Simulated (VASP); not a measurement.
## TePb: single point with PBE

**Experimental background.**

A printed reference work, monograph reports, for a bulk crystal of TePb at 4.2 K: band gap 0.19 eV (direct).

The system is TePb.

```
Te Pb
1.0
     0.00000    3.28605    3.28605
     3.28605    0.00000    3.28605
     3.28605    3.28605    0.00000
Te Pb
1 1
Direct
  0.50000 0.50000 0.50000
  0.00000 0.00000 0.00000
```

* Program: VASP 6.6.1
* Task: single point
* Functional: PBE
* Potentials or basis: VASP PAW PBE potentials, release 64 (Te, Pb_d)
* Cutoff: 520 eV
* k mesh: 8 × 8 × 8
* Occupations: gaussian, width 0.02 eV
* Spin: no spin polarisation
* Dipole correction: no
* Further INCAR settings: ALGO = Normal; EDIFF = 1e-07; NBANDS = 17

```yaml
Pressure: -0.1 GPa
Band_gap_on_the_k_mesh: 0.83 eV, direct
```

Levels at points of the mesh, in eV from the valence-band top:
```csv
k point,band 7,band 8,band 9,band 10,band 11,band 12,band 13,band 14
"(0.00, 0.00, 0.00)",-5.71,-1.15,-1.15,-1.15,4.02,4.02,4.02,5.92
"(0.50, 0.00, 0.00)",-8.33,-0.73,-0.73,0.00,0.83,1.40,1.40,8.34
"(0.50, 0.50, 0.00)",-7.21,-4.10,-2.51,-2.51,3.51,5.30,5.30,6.43
```

It took 15 s on 1 thread of Intel(R) Xeon(R) 6975P-C (Granite Rapids), on a shared host, peak memory 0.21 GiB.

A measured gap of TePb is 0.19 eV (direct; 4.2 K; a printed reference work, monograph); the calculated 0.83 eV misses it by +0.64 eV. Spin-orbit coupling on Pb, Te is left out. The value is that of PBE on a finite k mesh, which can miss the band edges, without temperature or zero-point motion.

Caveat: spin-orbit coupling is left out, which moves the levels of the heavy elements.
